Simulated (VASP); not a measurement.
# Fe (Im-3m) in VASP: settings compared

The runs below take Fe through single point, relaxation of cell and atoms, with PBE, PBEsol.

Everything below comes from runs of VASP 6.6.1. Logs are shortened: lines on timing, memory, paths and dates and some standing lists are left out, and cuts for length are marked.

## Step 1: Starting point

Symmetry: Im-3m, No. 229, cubic system. The conventional cell has a = 2.886 Å, b = 2.886 Å, c = 2.886 Å, α = 90.00°, β = 90.00°, γ = 90.00°. Fe (site symmetry m-3m) is surrounded by 8 Fe at 2.50 Å.

## Step 2: Single point, PBE, collinear spin, ferromagnetic start

Contents of INCAR:

```
SYSTEM = Fe
  ALGO = Normal
  EDIFF = 1E-6
  ENCUT = 520
  GGA = PE
  ISIF = 2
  ISMEAR = -1
  ISPIN = 2
  LASPH = .TRUE.
  LCHARG = .FALSE.
  LMAXMIX = 4
  LORBIT = 11
  LREAL = .FALSE.
  LWAVE = .FALSE.
  MAGMOM = 4.5
  NELM = 100
  PREC = Accurate
  SIGMA = 0.05
```

Contents of KPOINTS:

```
k-points
0
G
  13 13 13
  0 0 0
```

Contents of POSCAR:

```
Fe
1.0
   -1.4430000000      1.4430000000      1.4430000000
    1.4430000000     -1.4430000000      1.4430000000
    1.4430000000      1.4430000000     -1.4430000000
Fe
1
Direct
    0.0000000000      0.0000000000      0.0000000000
```

Potentials or basis: VASP PAW PBE potentials, release 64 (Fe).

Started as:

```bash
> cat potpaw_PBE.64/Fe/POTCAR > POTCAR
> mpirun -np 1 vasp_std > vasp.out
```

OUTCAR:

```text
SYSTEM = Fe
   EDIFF = 1E-6
   ENCUT = 520
   GGA = PE
   ISIF = 2
   ISMEAR = -1
   ISPIN = 2
   LASPH = .TRUE.
   LORBIT = 11
   LREAL = .FALSE.
   NELM = 100
   PREC = Accurate

 ion  position               nearest neighbor table
   1  0.000  0.000  0.000-

  LATTYP: Found a body centered cubic cell.
 ALAT       =     2.8860000000

  Lattice vectors:

 A1 = (  -1.4430000000,   1.4430000000,   1.4430000000)
 A2 = (   1.4430000000,  -1.4430000000,   1.4430000000)
 A3 = (   1.4430000000,   1.4430000000,  -1.4430000000)

Analysis of symmetry for initial positions (statically):
=====================================================================
 Subroutine PRICEL returns:
 Original cell was already a primitive cell.

 Routine SETGRP: Setting up the symmetry group for a
 body centered cubic supercell.

 Subroutine GETGRP returns: Found 48 space group operations
 (whereof 48 operations were pure point group operations)
 out of a pool of 48 trial point group operations.

The static configuration has the point symmetry O_h .

Analysis of symmetry for dynamics (positions and initial velocities):
=====================================================================
 Subroutine PRICEL returns:
 Original cell was already a primitive cell.

 Routine SETGRP: Setting up the symmetry group for a
 body centered cubic supercell.

 Subroutine GETGRP returns: Found 48 space group operations
 (whereof 48 operations were pure point group operations)
 out of a pool of 48 trial point group operations.

The dynamic configuration has the point symmetry O_h .

Analysis of structural, dynamic, and magnetic symmetry:
=====================================================================
 Subroutine PRICEL returns:
 Original cell was already a primitive cell.

 Routine SETGRP: Setting up the symmetry group for a
 body centered cubic supercell.

 Subroutine GETGRP returns: Found 48 space group operations
 (whereof 48 operations were pure point group operations)
 out of a pool of 48 trial point group operations.

The overall configuration has the point symmetry O_h .

 Subroutine INISYM returns: Found 48 space group operations
 (whereof 48 operations are pure point group operations),
 and found     1 'primitive' translations

----------------------------------------------------------------------------------------

                                     Primitive cell

  volume of cell :      12.0187

  direct lattice vectors                    reciprocal lattice vectors
    -1.443000000  1.443000000  1.443000000     0.000000000  0.346500347  0.346500347
     1.443000000 -1.443000000  1.443000000     0.346500347  0.000000000  0.346500347
     1.443000000  1.443000000 -1.443000000     0.346500347  0.346500347  0.000000000

  length of vectors
     2.499349315  2.499349315  2.499349315     0.490025489  0.490025489  0.490025489

  position of ions in fractional coordinates (direct lattice)
     0.000000000  0.000000000  0.000000000

  ion indices of the primitive-cell ions
   primitive index   ion index
                 1           1

----------------------------------------------------------------------------------------

 KPOINTS: k-points

Automatic generation of k-mesh.
 Grid dimensions read from file:
 generate k-points for:   13   13   13

 Generating k-lattice:

  Cartesian coordinates                     Fractional coordinates (reciprocal lattice)
     0.000000000  0.026653873  0.026653873     0.076923077  0.000000000  0.000000000
     0.026653873  0.000000000  0.026653873     0.000000000  0.076923077  0.000000000
     0.026653873  0.026653873  0.000000000     0.000000000  0.000000000  0.076923077

  Length of vectors
     0.037694268  0.037694268  0.037694268

  Shift w.r.t. Gamma in fractional coordinates (k-lattice)
     0.000000000  0.000000000  0.000000000

 Subroutine IBZKPT returns following result:
 ===========================================

 Found     84 irreducible k-points:

 Following reciprocal coordinates:
            Coordinates               Weight
  0.000000  0.000000  0.000000      1.000000
  0.076923  0.000000  0.000000     12.000000
  0.153846  0.000000  0.000000     12.000000
  0.230769  0.000000  0.000000     12.000000
  0.307692  0.000000  0.000000     12.000000
  0.384615  0.000000  0.000000     12.000000
[... 16 lines left out ...]
  0.153846  0.076923  0.076923     24.000000
  0.230769  0.076923  0.076923     24.000000
 [... further k-points ...]
   k-points           NKPTS =     84   k-points in BZ     NKDIM =     84   number of bands    NBANDS=     10
   number of dos      NEDOS =    301   number of ions     NIONS =      1
   total plane-waves  NPLWV =   8000
   dimension x,y,z NGX =    20 NGY =   20 NGZ =   20
   dimension x,y,z NGXF=    40 NGYF=   40 NGZF=   40
   ions per type =               1
   NGX,Y,Z   is equivalent  to a cutoff of  13.30, 13.30, 13.30 a.u.
   NGXF,Y,Z  is equivalent  to a cutoff of  26.61, 26.61, 26.61 a.u.
 SYSTEM =  Fe
   PREC   = accura    normal or accurate (medium, high low for compatibility)
   ISTART =      0    job   : 0-new  1-cont  2-samecut
   ICHARG =      2    charge: 1-file 2-atom 10-const
   ISPIN  =      2    spin polarized calculation?
   LNONCOLLINEAR =      F non collinear calculations
   LSORBIT =      F    spin-orbit coupling
   LASPH  =      T    aspherical Exc in radial PAW
   ENCUT  =  520.0 eV  38.22 Ry    6.18 a.u.   4.65  4.65  4.65*2*pi/ulx,y,z
   NELM   =    100;   NELMIN=  2; NELMDL= -5     # of ELM steps
   EDIFF  = 0.1E-05   stopping-criterion for ELM
   LREAL  =      F    real-space projection
   EDIFFG = 0.1E-04   stopping-criterion for IOM
   NSW    =      0    number of steps for IOM
   IBRION =     -1    ionic relax: 0-MD 1-quasi-New 2-CG
   NFREE  =      0    steps in history (QN), initial steepest desc. (CG)
   ISIF   =      2    stress and relaxation
   ISYM   =      2    0-nonsym 1-usesym 2-fastsym
   POTIM  = 0.5000    time-step for ionic-motion
   TEBEG  =    0.0;   TEEND  =   0.0 temperature during run
   PSTRESS=    0.0 pullay stress
   NELECT =       8.0000    total number of electrons
   NUPDOWN=      -1.0000    fix difference up-down
   EMIN   =  10.00;   EMAX   =-10.00  energy-range for DOS
   EFERMI =   0.00;   METHOD = LEGACY
   ISMEAR =    -1;   SIGMA  =   0.05  broadening in eV -4-tet -1-fermi 0-gaus
   EFERMI_NEDOS =   21; number of points for ismear=-14 and -15
   IALGO  =     38    algorithm
   IMIX   =      4    mixing-type and parameters
     AMIX     =   0.40;   BMIX     =  1.00
     AMIX_MAG =   1.60;   BMIX_MAG =  1.00
  volume/ion in A,a.u.               =      12.02        81.11
  Fermi-wavevector in a.u.,A,eV,Ry     =   1.429394  2.701162 27.798962  2.043166
  Thomas-Fermi vector in A             =   2.549352
   LORBIT       =     11    0 simple, 1 ext, 2 COOP (PROOUT), +10 PAW based schemes
   GGA     = PE    functional components
   LHFCALC =     F    Hartree Fock is set to
   AEXX    =    0.0000 exact exchange contribution
   IVDW    =     0    specifies the selected vdW correction
   LEPSILON=     F    determine dielectric tensor
   LRPA    =     F    only Hartree local field effects (RPA)
 spin polarized calculation
  energy-cutoff  :      520.00
  volume of cell :       12.02
 maximum number of plane-waves:       336
   NGX =  9   NGY =  9   NGZ =  9

 number of electron       7.9999995 magnetization       2.2849786

 Free energy of the ion-electron system (eV)
  ---------------------------------------------------
  ext. energy  EPLUGINS =         0.00000000
  ---------------------------------------------------
  free energy    TOTEN  =        -8.22140599 eV

  energy without entropy =       -8.21115374  energy(sigma->0) =       -8.21627987

 E-fermi :   5.2291     XC(G=0): -12.7991

 val. band max:        5.2274863110   @ k =  -0.4615   0.4615   0.4615
 cond. band min:       5.2305109359   @ k =  -0.3846   0.3846   0.2308
 fundamental gap:      0.0030246249
 Fermi energy:         5.2291025320

 spin component 1

 k-point     1 :       0.0000    0.0000    0.0000
  band No.  band energies     occupation
      1      -2.8371      1.00000
      2       3.0422      1.00000
      3       3.0422      1.00000
      4       3.0422      1.00000
      5       4.1546      1.00000
      6       4.1546      1.00000
      7      29.7412      0.00000
      8      29.7412      0.00000
      9      29.7412      0.00000
     10      34.4736      0.00000
[... 287 lines left out ...]
 k-point    24 :       0.2308    0.0769    0.0769
  band No.  band energies     occupation
      1       0.4609      1.00000
      2       2.2881      1.00000
      3       2.6622      1.00000
      4       4.1138      1.00000
      5       4.2496      1.00000
      6       5.2992      0.19741
      7      18.1223      0.00000
      8      22.1761      0.00000
      9      23.7811      0.00000
     10      31.3081      0.00000

 [... further k-points ...]

 spin component 2

 k-point     1 :       0.0000    0.0000    0.0000
  band No.  band energies     occupation
      1      -2.6913      1.00000
      2       5.0623      0.96562
      3       5.0625      0.96553
      4       5.0625      0.96553
      5       6.9785      0.00000
      6       6.9787      0.00000
      7      29.4452      0.00000
      8      29.4452      0.00000
      9      29.4452      0.00000
     10      34.6222      0.00000
[... 287 lines left out ...]
 k-point    24 :       0.2308    0.0769    0.0769
  band No.  band energies     occupation
      1       0.8993      1.00000
      2       4.1247      1.00000
      3       4.3328      1.00000
      4       6.7944      0.00000
      5       7.0930      0.00000
      6       7.3700      0.00000
      7      18.8645      0.00000
      8      22.5419      0.00000
      9      24.4828      0.00000
     10      31.3075      0.00000

 [... further k-points ...]

------------------------ aborting loop because EDIFF is reached ----------------------------------------

  FORCE on cell =-STRESS in cart. coord.  units (eV):
  Direction    XX          YY          ZZ          XY          YZ          ZX
  --------------------------------------------------------------------------------------
  -------------------------------------------------------------------------------------
  Total       -0.6784552     -0.6784552     -0.6784552      0.0000000     -0.0000000      0.0000000
  in kB      -90.4425495    -90.4425495    -90.4425495      0.0000000     -0.0000000      0.0000000
  external PRESSURE =     -90.4425495 kB  Pullay stress =       0.0000000 kB

 VOLUME and BASIS-vectors are now :
 -----------------------------------------------------------------------------
  energy-cutoff  :      520.00
  volume of cell :       12.02
      direct lattice vectors                 reciprocal lattice vectors
    -1.443000000  1.443000000  1.443000000     0.000000000  0.346500347  0.346500347
     1.443000000 -1.443000000  1.443000000     0.346500347  0.000000000  0.346500347
     1.443000000  1.443000000 -1.443000000     0.346500347  0.346500347  0.000000000

 POSITION                                       TOTAL-FORCE (eV/Angst)
 -----------------------------------------------------------------------------------
      0.00000      0.00000      0.00000         0.000000      0.000000     -0.000000
 -----------------------------------------------------------------------------------
    total drift:                               -0.000000     -0.000000      0.000000

  FREE ENERGIE OF THE ION-ELECTRON SYSTEM (eV)
  ---------------------------------------------------
  free  energy   TOTEN  =        -8.2214059928 eV

  energy  without entropy=       -8.2111537373  energy(sigma->0) =       -8.21627987

 total charge

# of ion       s       p       d       tot
------------------------------------------
    1        0.464   0.492   6.201   7.157

 magnetization (x)

# of ion       s       p       d       tot
------------------------------------------
    1       -0.014  -0.058   2.367   2.295
```

Wall time 11 s (1 thread of AMD EPYC 9R45 (Zen 5), shared host); peak memory 0.11 GiB.

Results:

| Quantity | Value |
| --- | --- |
| Free energy | -8.2214 eV |
| Pressure | -9.0 GPa |
| Band gap on the k mesh | none (metal or under the smearing width) |
| Net moment | 2.28 μB per cell |
| Site moments | Fe +2.29 μB |
| Valence electrons inside the program's atomic spheres | Fe 7.16 |

## Step 3: Relaxation of cell and atoms, PBEsol, collinear spin, ferromagnetic start, target pressure 2 GPa, at which the enthalpy is minimised

Contents of INCAR:

```
SYSTEM = Fe
  PREC = Accurate
  ENCUT = 600
  EDIFF = 1E-7
  ISMEAR = -1
  SIGMA = 0.05
  LREAL = .False.
  LASPH = .True.
  NELM = 150
  ALGO = Normal
  ISIF = 3
  LWAVE = .False.
  LCHARG = .False.
  ISPIN = 2
  MAGMOM = 3
  LORBIT = 11
  LMAXMIX = 4
  GGA = PS
  IBRION = 2
  NSW = 60
  EDIFFG = -0.005
  PSTRESS = 20
```

Contents of KPOINTS:

```
Automatic mesh
0
Gamma
  10 10 10
  0 0 0
```

POSCAR is that of step 2.

Potentials or basis: VASP PAW PBE potentials, release 64 (Fe).

Started as:

```bash
> cat potpaw_PBE.64/Fe/POTCAR > POTCAR
> mpirun -np 1 vasp_std > vasp.out
```

Run time: 17 s. Hardware: 1 thread of AMD EPYC 9R45 (Zen 5), shared host; peak memory 0.11 GiB.

Results (log left out):

| Item | Value |
| --- | --- |
| Free energy | -8.9291 eV |
| Relaxed volume | 10.75 Å³/atom |
| Relaxed cell | a = 2.408 Å, b = 2.408 Å, c = 2.408 Å, α = 109.47°, β = 109.47°, γ = 109.47° |
| Space group after relaxing (to 0.05 Å) | Im-3m (No. 229) |
| Energy change on relaxing (the enthalpy is what falls) | -81.7 meV/atom |
| Ionic steps | 3 |
| Pressure after relaxing | 2.0 GPa |
| Band gap on the k mesh | none (metal or under the smearing width) |
| Net moment | 2.12 μB per cell |
| Site moments | Fe +2.10 μB |
| Valence electrons inside the program's atomic spheres | Fe 7.39 |

The path:
```tsv
step	energy change (eV)	largest force (eV/Å)	pressure (GPa)	volume (Å³)
1	0.0000	0.0000	-19.48	12.02
2	0.0816	0.0000	42.82	9.43
3	-0.0817	0.0000	1.95	10.75
```

Final structure:
```
Fe
1.0
    -1.39025    1.39025    1.39025
     1.39025   -1.39025    1.39025
     1.39025    1.39025   -1.39025
Fe
1
Direct
  0.00000 0.00000 0.00000
```

Levels at points of the mesh, in eV from the Fermi level:
Spin up:
```csv
k point,band 3,band 4,band 5,band 6,band 7,band 8
"(0.00, 0.00, 0.00)",-2.51,-2.51,-1.12,-1.12,25.40,25.40
"(0.50, 0.00, 0.00)",-1.07,-0.91,0.34,0.43,7.75,18.68
"(0.50, 0.50, 0.50)",0.13,0.13,0.13,10.16,10.16,10.16
```
Spin down:
```
           k point  band 1  band 2  band 3  band 4  band 5  band 6
(0.00, 0.00, 0.00)   -8.67   -0.65   -0.65   -0.65    1.45    1.45
(0.50, 0.00, 0.00)   -4.09   -2.03    0.56    1.34    1.74    2.60
(0.50, 0.50, 0.50)   -3.55   -3.55    2.27    2.27    2.27   10.52
```

Caveat: the cell is relaxed towards a set pressure, so the enthalpy falls and the energy may rise; the PAW data sets were made with another functional, which shifts forces and pressure a little.

(Part 1 of 2 ends here.)
